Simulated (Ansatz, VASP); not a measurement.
## Two plane-wave programs on Y

```
CELL_PARAMETERS angstrom
3.57294 0.00000 0.00000
-1.78647 3.09426 0.00000
0.00000 0.00000 5.61362
ATOMIC_POSITIONS crystal
Y 0.66667 0.33333 0.75000
Y 0.33333 0.66667 0.25000
```

Change from the starting cell: volume scaled by 0.94.

Alike in both runs: task single point; functional PBE; k mesh 8 × 8 × 5; occupations fermi-dirac, width 0.05 eV; no spin polarisation.

```csv
,VASP,Ansatz
version,VASP 6.6.1,Ansatz 0.2.0
potentials or method,"VASP PAW PBE potentials, release 64 (Y_sv)",Ansatz PAW
plane-wave cutoff (eV),520,420
valence electrons in the cell,22,22
```

VASP gave:

* gap on the k mesh at the Fermi level (eV): none
* pressure (GPa): 2.4
* largest component of the traceless stress (GPa): 0.19

Question: Which values does Ansatz return?

Answer: gap on the k mesh at the Fermi level (eV): none; pressure (GPa): 2.6; largest component of the traceless stress (GPa): 0.19.

A gap of «none» marks a metal or a gap that the smearing closes.
